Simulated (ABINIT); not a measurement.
Set up this calculation in ABINIT 10.8.3 (patched build), as an ASE script.

| Property | Result |
| --- | --- |
| Task | single point |
| Functional | PBE |
| Potentials or basis | JTH PAW PBE v2.0 |
| Cutoff | 463 eV |
| k mesh | 9 × 9 × 8 |
| Occupations | fermi-dirac, width 0.05 eV |
| Spin | no spin polarisation |
| Fine-grid cutoff | 925.187 eV |

The structure of GaAs lies in GaAs.cif:

```cif
data_GaAs
_cell_length_a 3.60640121
_cell_length_b 3.60640120
_cell_length_c 3.57319416
_cell_angle_alpha 90.00000000
_cell_angle_beta 90.00000000
_cell_angle_gamma 119.99999996
_space_group_name_H-M_alt 'P1'
_space_group_name_Hall 'P 1'
_space_group_IT_number 1
loop_
_space_group_symop_operation_xyz
'x,y,z'
loop_
_atom_site_label
_atom_site_type_symbol
_atom_site_symmetry_multiplicity
_atom_site_Wyckoff_symbol
_atom_site_fract_x
_atom_site_fract_y
_atom_site_fract_z
_atom_site_occupancy
Ga1 Ga 1 a 0.3333333300 0.6666666700 0.5000000000 1
As1 As 1 a 0.0000000000 0.0000000000 0.0000000000 1
```

The cell was built by a generator and needn't be a form met in nature.

The input as run:

run.py

```python
import json, os
import numpy as np
from ase.units import GPa
from ase.calculators.abinit import Abinit, AbinitProfile
from ase.io import read

atoms = read('GaAs.cif')

profile = AbinitProfile(command='abinit', pp_paths=[os.path.abspath('pseudos')])
params = dict(
    pps='pawxml', xc='PBE',
    ecut=462.5936,
    pawecutdg=925.1871,
    pawxcdev=0,
    kptopt=1,
    ngkpt=[9, 9, 8],
    nshiftk=1,
    shiftk=[0.0, 0.0, 0.0],
    ixc=11,
    nband=18,
    occopt=3,
    tsmear=0.05,
    nstep=100,
    tolvrs=1e-09,
    prtwf=0,
    prtden=0,
)

atoms.calc = Abinit(profile=profile, directory='run', **params)
energy = atoms.get_potential_energy()
forces = atoms.get_forces()
stress = atoms.get_stress()
print(f'energy {energy:.6f} eV')
print('forces (eV/A)')
print(np.round(forces, 5))
print('stress (GPa, Voigt, tension positive)', np.round(stress / GPa, 4))
json.dump(dict(energy=energy, forces=forces.tolist(), stress=stress.tolist(), cell=atoms.cell.tolist(), frac=atoms.get_scaled_positions(wrap=False).tolist()), open('results.json', 'w'))
```

Potentials or basis: JTH PAW PBE v2.0.

Run with:

```sh
$ python run.py
```

It gave:

```json
{"Pressure": "-0.6 GPa", "Band gap on the k mesh": "none (metal or under the smearing width)", "Valence electrons inside the program's atomic spheres": "Ga 10.96; As 12.55"}
```

Wall time 31 s on 1 thread of Arm Neoverse V1 (shared host), peak memory 0.11 GiB.
